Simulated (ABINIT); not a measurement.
Runs of ABINIT 10.8.3 (patched build) on ZnSe (Stilleite). It takes space group F-43m (No. 216, cubic). The conventional cell has a = 5.668 Å, b = 5.668 Å, c = 5.668 Å, α = 90.00°, β = 90.00°, γ = 90.00°. Se (site symmetry -43m) is surrounded by 4 Zn at 2.45 Å. Around Zn (site symmetry -43m) lie 4 Se at 2.45 Å. 

```csv
task,level,potentials or basis,k mesh,mesh quality,gap on the mesh (eV),V0 of scaled cells (Å³/atom),B0 (GPa)
band structure,revPBE,JTH PAW PBE v2.0,8 × 8 × 8,not flagged,(a),-,-
single point,PBE,JTH PAW PBE v2.0,3 × 3 × 3,coarse,1.25,-,-
band structure,LDA-PZ,JTH PAW LDA v2.0,8 × 8 × 8,not flagged,(b),-,-
equation of state,revPBE+D3,JTH PAW PBE v2.0,8 × 8 × 8,not flagged,-,22.32,66
equation of state,PBE+D3(BJ),JTH PAW PBE v2.0,8 × 8 × 8,not flagged,-,22.62,64
```

Alike in all rows: no spin polarisation; cell as given; cutoff (eV) 544; smearing fermi-dirac 0.05 eV.

Task: Estimate the missing entries.

Result: (a) 1.41; (b) 1.03.

Caveats: some runs use coarse meshes; the PAW data sets were made with another functional, which shifts forces and pressure a little (some runs); pressures at fixed basis lie under the slope of the energies (some runs).

A k mesh can miss the band edges, and the runs leave out spin-orbit coupling on Se.
